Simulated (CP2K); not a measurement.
The system is ZnSe (Stilleite).

```
Se Zn
1.0
     4.00760    0.00000    0.00000
     2.00380    3.47068    0.00000
     2.00380    1.15689    3.27219
Se Zn
1 1
Direct
  0.75000 0.75000 0.75000
  0.00000 0.00000 0.00000
```

Base run:

* Program: CP2K 2026.2
* Functional: PBE
* Potentials or basis: POTENTIAL_UZH Se GTH-PBE-q6, Zn GTH-PBE-q12; TZVP-MOLOPT-PBE-GTH basis
* Density cutoff: 6123 eV
* k mesh: 8 × 8 × 8
* Occupations: fermi-dirac, width 0.0259 eV
* Spin: no spin polarisation

Its results: band gap on the k mesh 1.26 eV, direct; pressure 2.7 GPa.

Task: The run is repeated on the same cell with these changes: functional from PBE to PBEsol; occupations from fermi-dirac, width 0.0259 eV to fermi-dirac, width 0.05 eV. What comes out?

Result: Band gap on the k mesh 1.08 eV, direct; pressure 0.0 GPa.

Caveats: the basis of atomic orbitals isn't converged, which shifts pressures, moduli and gaps; the potentials were made for another functional, which shifts forces and pressure (some runs).

Not every run made on this cell is shown here.
